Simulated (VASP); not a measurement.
# GaAs (F-43m) in VASP: notebook, part 2 of 2

VASP 6.6.1. Earlier steps stand in the parts before.

## Step 6: Single point, PBE (a relaxed cell with its volume scaled by 1.06)

Input file INCAR:

```
SYSTEM = GaAs
  ALGO = Fast
  EDIFF = 1E-7
  ENCUT = 520
  GGA = PE
  ISIF = 2
  ISMEAR = 0
  LASPH = .True.
  LCHARG = .False.
  LREAL = .False.
  LWAVE = .False.
  NELM = 80
  PREC = Accurate
  SIGMA = 0.02
```

Input file KPOINTS:

```
k-points
0
Gamma
  6 6 6
  0 0 0
```

Input file POSCAR:

```
GaAs                                    
1.0
    0.0000000000      2.9311203777      2.9311203777
    2.9311203777      0.0000000000      2.9311203777
    2.9311203777      2.9311203777      0.0000000000
  Ga              As            
     1     1
Direct
     0.0000000000000000    0.0000000000000000    0.0000000000000000
     0.2500000000000000    0.2500000000000000    0.2500000000000000
```

Potentials or basis: VASP PAW PBE potentials, release 64 (Ga_d, As).

On the command line:

```console
$ cat potpaw_PBE.64/Ga_d/POTCAR potpaw_PBE.64/As/POTCAR > POTCAR
$ mpirun -np 1 vasp_std > vasp.out
```

OUTCAR:

```text
SYSTEM = GaAs
   EDIFF = 1E-7
   ENCUT = 520
   GGA = PE
   ISIF = 2
   ISMEAR = 0
   LASPH = .True.
   LREAL = .False.
   NELM = 80
   PREC = Accurate

 ion  position               nearest neighbor table
   1  0.000  0.000  0.000-   2 2.54   2 2.54   2 2.54   2 2.54
   2  0.250  0.250  0.250-   1 2.54   1 2.54   1 2.54   1 2.54

  LATTYP: Found a face centered cubic cell.
 ALAT       =     5.8622407554

  Lattice vectors:

 A1 = (   0.0000000000,   2.9311203777,   2.9311203777)
 A2 = (   2.9311203777,   0.0000000000,   2.9311203777)
 A3 = (   2.9311203777,   2.9311203777,   0.0000000000)

Analysis of symmetry for initial positions (statically):
=====================================================================
 Subroutine PRICEL returns:
 Original cell was already a primitive cell.

 Routine SETGRP: Setting up the symmetry group for a
 face centered cubic supercell.

 Subroutine GETGRP returns: Found 24 space group operations
 (whereof 24 operations were pure point group operations)
 out of a pool of 48 trial point group operations.

The static configuration has the point symmetry T_d .

Analysis of symmetry for dynamics (positions and initial velocities):
=====================================================================
 Subroutine PRICEL returns:
 Original cell was already a primitive cell.

 Routine SETGRP: Setting up the symmetry group for a
 face centered cubic supercell.

 Subroutine GETGRP returns: Found 24 space group operations
 (whereof 24 operations were pure point group operations)
 out of a pool of 48 trial point group operations.

The dynamic configuration has the point symmetry T_d .

 Subroutine INISYM returns: Found 24 space group operations
 (whereof 24 operations are pure point group operations),
 and found     1 'primitive' translations

----------------------------------------------------------------------------------------

                                     Primitive cell

  volume of cell :      50.3652

  direct lattice vectors                    reciprocal lattice vectors
     0.000000000  2.931120378  2.931120378    -0.170583236  0.170583236  0.170583236
     2.931120378  0.000000000  2.931120378     0.170583236 -0.170583236  0.170583236
     2.931120378  2.931120378  0.000000000     0.170583236  0.170583236 -0.170583236

  length of vectors
     4.145230191  4.145230191  4.145230191     0.295458832  0.295458832  0.295458832

  position of ions in fractional coordinates (direct lattice)
     0.000000000  0.000000000  0.000000000
     0.250000000  0.250000000  0.250000000

  ion indices of the primitive-cell ions
   primitive index   ion index
                 1           1
                 2           2

----------------------------------------------------------------------------------------

 KPOINTS: k-points

Automatic generation of k-mesh.
 Grid dimensions read from file:
 generate k-points for:    6    6    6

 Generating k-lattice:

  Cartesian coordinates                     Fractional coordinates (reciprocal lattice)
    -0.028430539  0.028430539  0.028430539     0.166666667  0.000000000  0.000000000
[... 30 lines left out ...]
 -0.333333  0.333333  0.166667     24.000000
 -0.333333  0.500000  0.166667     12.000000
   k-points           NKPTS =     16   k-points in BZ     NKDIM =     16   number of bands    NBANDS=     13
   number of dos      NEDOS =    301   number of ions     NIONS =      2
   total plane-waves  NPLWV =  32768
   dimension x,y,z NGX =    32 NGY =   32 NGZ =   32
   dimension x,y,z NGXF=    64 NGYF=   64 NGZF=   64
   ions per type =               1   1
   NGX,Y,Z   is equivalent  to a cutoff of  12.83, 12.83, 12.83 a.u.
   NGXF,Y,Z  is equivalent  to a cutoff of  25.67, 25.67, 25.67 a.u.
 SYSTEM =  GaAs
   PREC   = accura    normal or accurate (medium, high low for compatibility)
   ISTART =      0    job   : 0-new  1-cont  2-samecut
   ICHARG =      2    charge: 1-file 2-atom 10-const
   ISPIN  =      1    spin polarized calculation?
   LNONCOLLINEAR =      F non collinear calculations
   LSORBIT =      F    spin-orbit coupling
   LASPH  =      T    aspherical Exc in radial PAW
   ENCUT  =  520.0 eV  38.22 Ry    6.18 a.u.   7.71  7.71  7.71*2*pi/ulx,y,z
   NELM   =     80;   NELMIN=  2; NELMDL= -5     # of ELM steps
   EDIFF  = 0.1E-06   stopping-criterion for ELM
   LREAL  =      F    real-space projection
   EDIFFG = 0.1E-05   stopping-criterion for IOM
   NSW    =      0    number of steps for IOM
   IBRION =     -1    ionic relax: 0-MD 1-quasi-New 2-CG
   NFREE  =      0    steps in history (QN), initial steepest desc. (CG)
   ISIF   =      2    stress and relaxation
   ISYM   =      2    0-nonsym 1-usesym 2-fastsym
   POTIM  = 0.5000    time-step for ionic-motion
   TEBEG  =    0.0;   TEEND  =   0.0 temperature during run
   PSTRESS=    0.0 pullay stress
   NELECT =      18.0000    total number of electrons
   NUPDOWN=      -1.0000    fix difference up-down
   EMIN   =  10.00;   EMAX   =-10.00  energy-range for DOS
   EFERMI =   0.00;   METHOD = LEGACY
   ISMEAR =     0;   SIGMA  =   0.02  broadening in eV -4-tet -1-fermi 0-gaus
   EFERMI_NEDOS =   21; number of points for ismear=-14 and -15
   IALGO  =     68    algorithm
   IMIX   =      4    mixing-type and parameters
     AMIX     =   0.40;   BMIX     =  1.00
     AMIX_MAG =   1.60;   BMIX_MAG =  1.00
  volume/ion in A,a.u.               =      25.18       169.94
  Fermi-wavevector in a.u.,A,eV,Ry     =   1.161775  2.195436 18.364070  1.349721
  Thomas-Fermi vector in A             =   2.298343
   LORBIT       =      0    0 simple, 1 ext, 2 COOP (PROOUT), +10 PAW based schemes
   GGA     = PE    functional components
   LHFCALC =     F    Hartree Fock is set to
   AEXX    =    0.0000 exact exchange contribution
   IVDW    =     0    specifies the selected vdW correction
   LEPSILON=     F    determine dielectric tensor
   LRPA    =     F    only Hartree local field effects (RPA)
 non-spin polarized calculation
 RMM-DIIS sequential band-by-band and
 Gauss-broadening in eV      SIGMA  =   0.02
  energy-cutoff  :      520.00
  volume of cell :       50.37
 maximum number of plane-waves:      1380
   NGX = 15   NGY = 15   NGZ = 15

 number of electron      17.9999999 magnetization

 Free energy of the ion-electron system (eV)
  ---------------------------------------------------
  ext. energy  EPLUGINS =         0.00000000
  ---------------------------------------------------
  free energy    TOTEN  =        -8.22417096 eV

  energy without entropy =       -8.22402812  energy(sigma->0) =       -8.22409954

 E-fermi :   2.9842     XC(G=0):  -9.1032

 val. band max:        2.9781226685   @ k =   0.0000   0.0000   0.0000
 cond. band min:       3.6892758930   @ k =   0.5000   0.0000   0.0000
 fundamental gap:      0.7111532245
 Fermi energy:         2.9842137616

 k-point     1 :       0.0000    0.0000    0.0000
  band No.  band energies     occupation
      1     -11.6748      2.00000
      2     -11.6748      2.00000
      3     -11.6748      2.00000
      4     -11.6191      2.00000
      5     -11.6191      2.00000
      6      -9.0219      2.00000
      7       2.7118      2.00000
      8       2.9781      1.33336
      9       2.9781      1.33332
     10       2.9781      1.33332
     11       6.6646      0.00000
     12       6.6646      0.00000
     13       6.6646      0.00000
[... 226 lines left out ...]
  band No.  band energies     occupation
      1     -11.7422      2.00000
      2     -11.6507      2.00000
      3     -11.6436      2.00000
      4     -11.6287      2.00000
      5     -11.6139      2.00000
      6      -6.9391      2.00000
      7      -3.2635      2.00000
      8       0.0854      2.00000
      9       0.2279      2.00000
     10       6.2060      0.00000
     11       6.2406      0.00000
     12       9.6523      0.00000
     13       9.9984      0.00000

------------------------ aborting loop because EDIFF is reached ----------------------------------------

  FORCE on cell =-STRESS in cart. coord.  units (eV):
  Direction    XX          YY          ZZ          XY          YZ          ZX
  --------------------------------------------------------------------------------------
  -------------------------------------------------------------------------------------
  Total       -0.9160313     -0.9160313     -0.9160313      0.0000000     -0.0000000      0.0000000
  in kB      -29.1400262    -29.1400262    -29.1400262      0.0000000     -0.0000000      0.0000000
  external PRESSURE =     -29.1400262 kB  Pullay stress =       0.0000000 kB

 VOLUME and BASIS-vectors are now :
 -----------------------------------------------------------------------------
  energy-cutoff  :      520.00
  volume of cell :       50.37
      direct lattice vectors                 reciprocal lattice vectors
     0.000000000  2.931120378  2.931120378    -0.170583236  0.170583236  0.170583236
     2.931120378  0.000000000  2.931120378     0.170583236 -0.170583236  0.170583236
     2.931120378  2.931120378  0.000000000     0.170583236  0.170583236 -0.170583236

 POSITION                                       TOTAL-FORCE (eV/Angst)
 -----------------------------------------------------------------------------------
      0.00000      0.00000      0.00000         0.000000      0.000000      0.000000
      1.46556      1.46556      1.46556        -0.000000     -0.000000     -0.000000
 -----------------------------------------------------------------------------------
    total drift:                                0.000002      0.000002      0.000001

  FREE ENERGIE OF THE ION-ELECTRON SYSTEM (eV)
  ---------------------------------------------------
  free  energy   TOTEN  =        -8.2241709564 eV

  energy  without entropy=       -8.2240281210  energy(sigma->0) =       -8.22409954
```

stdout:

```text
POSCAR found type information on POSCAR GaAs
 POSCAR found :  2 types and       2 ions
 scaLAPACK will be used
 LDA part: xc-table for (Slater+PW92), standard interpolation
 POSCAR, INCAR and KPOINTS ok, starting setup
 FFT: planning ... GRIDC
 FFT: planning ... GRID_SOFT
 FFT: planning ... GRID
 WAVECAR not read
 entering main loop
```

It took 8.5 s on 1 thread of Intel Xeon Platinum 8488C (Sapphire Rapids), shared host; peak memory 0.17 GiB.

What came out:

| Property | Result |
| --- | --- |
| Free energy | -8.2242 eV |
| Pressure | -2.9 GPa |
| Band gap on the k mesh | none (metal or under the smearing width) |

## Step 7: Overview

| cell | gap on the mesh (eV) | pressure (GPa) |
| --- | --- | --- |
| as given | 0.14 | 0.0 |
| a relaxed cell with its volume scaled by 0.97 | 0.37 | 2.0 |
| a relaxed cell with its volume scaled by 1.03 | none | -1.5 |
| a relaxed cell with its volume scaled by 0.94 | 0.61 | 4.4 |
| a relaxed cell with its volume scaled by 1.06 | none | -2.9 |

Alike in all rows: task single point; level PBE; potentials or basis VASP PAW PBE potentials, release 64 (Ga_d, As); no spin polarisation; k mesh 6 × 6 × 6; cutoff (eV) 520; smearing gaussian 0.02 eV.

Total energies depend on the potentials used, so only differences within one code and one set of settings carry meaning.

## Step 8: Against experiment

Step 2. Against the measured gap of GaAs, 1.418 eV (direct; 300 K; “Evidence of valence band perturbations in GaAsN/GaAs(001): A combined variable-angle spectroscopic ellipsometry and modulated photoreflectance investigation”, 2008, arxiv:0805.2212), the calculated 0.14 eV is off by -1.27 eV. So large a miss can be the level of theory's own, or it may mean another phase, state or a wrong row. 3 values of this kind are on record (1.412 to 1.51 eV); this one was drawn at random among those near their median, those with a stated uncertainty first. Spin-orbit coupling on As, Ga is left out. The value is that of PBE, without temperature or zero-point motion. Semilocal functionals fall short of measured gaps as a rule.
